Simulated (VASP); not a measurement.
LiH: single point with PBE

LiH:

```
Li H
1.0
     0.00000    2.03675    2.03675
     2.03675    0.00000    2.03675
     2.03675    2.03675    0.00000
Li H
1 1
Direct
  0.00000 0.00000 0.00000
  0.50000 0.50000 0.50000
```

```
Program                : VASP 6.6.1
Task                   : single point
Functional             : PBE
Potentials or basis    : VASP PAW PBE potentials, release 64 (Li_GW, H_GW)
Cutoff                 : 350 eV
k mesh                 : 5 × 5 × 5
Occupations            : gaussian, width 0.02 eV
Spin                   : no spin polarisation
Further INCAR settings : ALGO = Normal; EDIFF = 1e-07
```

```yaml
Pressure: -3.0 GPa
Band_gap_on_the_k_mesh: 3.97 eV, direct
```

Levels at points of the mesh, in eV from the valence-band top:
```
           k point  band 1  band 2  band 3  band 4  band 5
(0.00, 0.00, 0.00)   -5.03   15.77   17.65   17.65   17.65
```

Run time: 2.9 s on 1 thread of Intel(R) Xeon(R) Platinum 8259CL CPU @ 2.50GHz (Skylake/Cascade Lake), with other jobs on the host, peak memory 0.11 GiB.

Caveat: the k mesh is coarse (spacing up to 0.53 Å⁻¹), so the values aren't converged; the cutoff is under 1.25 times the usual one of these potentials, so pressure, stress and relaxed cells hold a basis-set (Pulay) error; an odd mesh through Γ misses points on the zone boundary, where band edges often lie.
